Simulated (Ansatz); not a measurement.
CuI: frozen-core PAW against all-electron methods

```xyz
4
Lattice="3.7332 -3.7111 0.0000 3.7332 3.7111 0.0000 0.0000 0.0000 4.3070" Properties=species:S:1:pos:R:3 pbc="T T T"
Cu    3.7332    0.5905    3.2302
Cu    3.7332   -0.5905    1.0767
I     3.7332   -2.0043    3.2302
I     3.7332    2.0043    1.0767
```

Atoms are numbered in the order listed.

The cell is the one relaxed in the Materials Project (mp-1007922), not relaxed further here; entries there can be hypothetical.

Spin–orbit coupling is left out, though it moves levels of the heavy atoms by tenths of an eV or more.

Methods: DFT, PBE, PAW with Ansatz's default frozen-core files, scalar-relativistic (Ansatz 0.2.0); DFT, PBE, all-electron PAW with datasets made for the crystal, scalar-relativistic (Ansatz 0.2.0); DFT, PBE, all-electron LAPW, scalar-relativistic (Ansatz 0.2.0).

For PAW: a Γ-centred 5×5×6 k mesh, Fermi–Dirac smearing of 0.02 eV, cutoff 420 eV, no spin polarisation. The crystal-made all-electron datasets (AE datasets) take a cutoff of 280 eV at this cell. LAPW targets a basis error of 0.5 meV/atom. The Ansatz runs share mesh, smearing and spin set-up. Plane-wave (PAW) pressures include the program's estimate of the Pulay term.

Stress and pressure are positive in compression.

Levels count from the top of the valence band.

| quantity | PAW | AE datasets | LAPW |
| --- | --- | --- | --- |
| pressure (GPa) | 1.34 | 1.35 | 1.35 |
| stress xx (GPa) | 0.89 | 0.89 | 0.89 |
| stress yy (GPa) | 1.57 | 1.59 | 1.59 |
| stress zz (GPa) | 1.55 | 1.56 | 1.56 |
| force on Cu1, y (eV/Å) | 0.109 | 0.108 | 0.108 |
| force on I3, y (eV/Å) | -0.138 | -0.140 | -0.140 |
| band gap (eV) | 1.023 | 1.019 | 1.019 |
| highest filled level at T (eV) | -1.612 | -1.618 | -1.618 |
| lowest empty level at T (eV) | 3.972 | 3.970 | 3.970 |
| highest filled level at G0 (eV) | -1.612 | -1.618 | -1.618 |
| lowest empty level at G0 (eV) | 3.972 | 3.969 | 3.969 |
| highest filled level at Γ (eV) | 0.000 | 0.000 | 0.000 |
| lowest empty level at Γ (eV) | 1.023 | 1.019 | 1.019 |

PAW's pressure differs from the LAPW value by about 0.01 GPa or less.
